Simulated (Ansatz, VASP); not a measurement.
**K in VASP and in Ansatz**

The input INCAR:

```
SYSTEM = K
PREC = Accurate
ENCUT = 520
EDIFF = 1E-7
ISMEAR = -1
SIGMA = 0.1
LREAL = .FALSE.
LASPH = .TRUE.
NELM = 80
ALGO = Fast
ISIF = 2
LWAVE = .FALSE.
LCHARG = .FALSE.
GGA = CA
NBANDS = 26
```

Contents of KPOINTS:

```
Automatic mesh
0
G
  9 9 3
  0 0 0
```

The input POSCAR:

```
K
1.0
    4.5079154185      0.0000000000      0.0000000000
   -2.2539577092      3.9039692705      0.0000000000
    0.0000000000      0.0000000000     14.6922968547
K
4
Direct
    1.0000000000      1.0000000000      1.0000000000
    1.0000000000      1.0000000000      0.5000000000
    0.3333333333      0.6666666667      0.2500000000
    0.6666666667      0.3333333333      0.7500000000
```

Input for Ansatz:

```yaml
crystal:
  lattice:
    - [4.5079154185, 0.0, 0.0]
    - [-2.2539577092, 3.9039692705, 0.0]
    - [0.0, 0.0, 14.6922968547]
  atoms:
    - { symbol: K, position: [1.0, 1.0, 1.0] }
    - { symbol: K, position: [1.0, 1.0, 0.5] }
    - { symbol: K, position: [0.3333333333, 0.6666666667, 0.25] }
    - { symbol: K, position: [0.6666666667, 0.3333333333, 0.75] }
hamiltonian:
  xc: lda
  pseudopotentials:
    kind: paw
    azcp:
      K: "pseudopotentials/K.paw.azcp"
basis:
  ecutwfc: 420
  fft_grid_basis: typed
kpoints:
  mp_grid: { grid: [9, 9, 3], shift: [0, 0, 0] }
magnetization:
  spin_polarized: false
scf:
  occupations: { method: fermi_dirac, width: 0.1 }
  lower_state_search: "off"
output:
  stress: true
```

Alike in both runs: task single point; functional LDA; k mesh 9 × 9 × 3; occupations fermi-dirac, width 0.1 eV; no spin polarisation.

|  | VASP | Ansatz |
| --- | --- | --- |
| version | VASP 6.6.1 | Ansatz 0.2.0 |
| potentials or method | VASP PAW LDA potentials, release 64 (K_sv) | plane waves (420 eV) with PAW, scalar-relativistic |
| plane-wave cutoff (eV) | 520 | 420 |
| valence electrons in the cell | 36 | 36 |

```csv
,VASP,Ansatz,Ansatz less VASP
pressure (GPa),0.0,0.0,+0.02
largest component of the traceless stress (GPa),0.05,0.05,0.000
```

Ansatz warned: «pseudo_functional_mismatch».
